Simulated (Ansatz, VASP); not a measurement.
**Zr in VASP and in Ansatz**

Contents of INCAR:

```
PREC = Accurate
ENCUT = 600
EDIFF = 1E-6
ISMEAR = 0
SIGMA = 0.1
LREAL = False
LASPH = True
NELM = 100
ALGO = Normal
ISIF = 3
LWAVE = False
LCHARG = False
GGA = PE
IBRION = 2
NSW = 90
EDIFFG = -0.04
```

File KPOINTS:

```
regular mesh
0
Gamma
  6 6 6
```

Contents of POSCAR:

```
Zr
1.0
    1.9701726934      1.1374797349      3.6534490498
   -1.9701726934      1.1374797349      3.6534490498
    0.0000000000     -2.2749594697      3.6534490498
Zr
2
Direct
    0.2275400000      0.2275400000      0.2275400000
    0.7724600000      0.7724600000      0.7724600000
```

Input for Ansatz:

```yaml
crystal:
  lattice:
    - [1.9701726934, 1.1374797349, 3.6534490498]
    - [-1.9701726934, 1.1374797349, 3.6534490498]
    - [0.0, -2.2749594697, 3.6534490498]
  atoms:
    - { symbol: Zr, position: [0.22754, 0.22754, 0.22754] }
    - { symbol: Zr, position: [0.77246, 0.77246, 0.77246] }
basis:
  ecutwfc: 420
kpoints:
  mp_grid: { grid: [6, 6, 6] }
hamiltonian:
  xc: pbe
scf:
  occupations: { method: gaussian, width: 0.1 }
  lower_state_search: "off"
output:
  forces: true
  stress: true
  eigenvalues: true
relax:
  adjacent_minimum: "off"
  f_tol: 0.04
  max_steps: 70
  cell: { stress_tol: 0.4 }
```

Alike in both runs: task relaxation of cell and atoms; functional PBE; k mesh 6 × 6 × 6; occupations gaussian, width 0.1 eV; no spin polarisation.

```csv
,VASP,Ansatz
version,VASP 6.6.1,Ansatz 0.2.0
potentials or method,"VASP PAW PBE potentials, release 64 (Zr_sv)","scalar-relativistic, plane waves, PAW"
plane-wave cutoff (eV),600,420
valence electrons in the cell,24,24
```

VASP gave:

```
gap on the k mesh at the Fermi level, each at its own relaxed structure (eV) : none
relaxed volume (Å³/atom)                                                     : 23.09
relaxed cell length with the largest relative difference (Å)                 : 5.561
energy change over the relaxation (meV/atom)                                 : -1256
```

Problem. Estimate Ansatz's values.

Solution. gap on the k mesh at the Fermi level, each at its own relaxed structure (eV): none; relaxed volume (Å³/atom): 23.14; relaxed cell length with the largest relative difference (Å): 5.569; energy change over the relaxation (meV/atom): -1259.

A gap of «none» marks a metal or a gap that the smearing closes.
